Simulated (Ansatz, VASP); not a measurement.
**ZnS in VASP and in Ansatz**

```
CELL_PARAMETERS angstrom
3.80130 0.00000 0.00000
1.90065 3.29202 0.00000
1.90065 1.09734 3.10375
ATOMIC_POSITIONS crystal
Zn 0.25000 0.25000 0.25000
S 0.00000 0.00000 0.00000
```

Alike in both runs: functional PBE; dispersion D3(BJ); k mesh 6 × 6 × 6; occupations fermi-dirac, width 0.05 eV; no spin polarisation.

Ansatz relaxed the structure, and its values are those at the end. VASP's run is a single point on that final structure, the one shown.

|  | VASP | Ansatz |
| --- | --- | --- |
| version | VASP 6.6.1 | Ansatz 0.2.0 |
| potentials or method | VASP PAW PBE potentials, release 64 (Zn, S) | plane waves, PAW |
| plane-wave cutoff (eV) | 520 | 420 |
| valence electrons in the cell | 18 | 18 |

```tsv
	VASP	Ansatz	Ansatz less VASP
pressure (GPa)	0.2	0.0	-0.18
dispersion energy (meV/atom)	-313.6	-313.6	-0.07
```
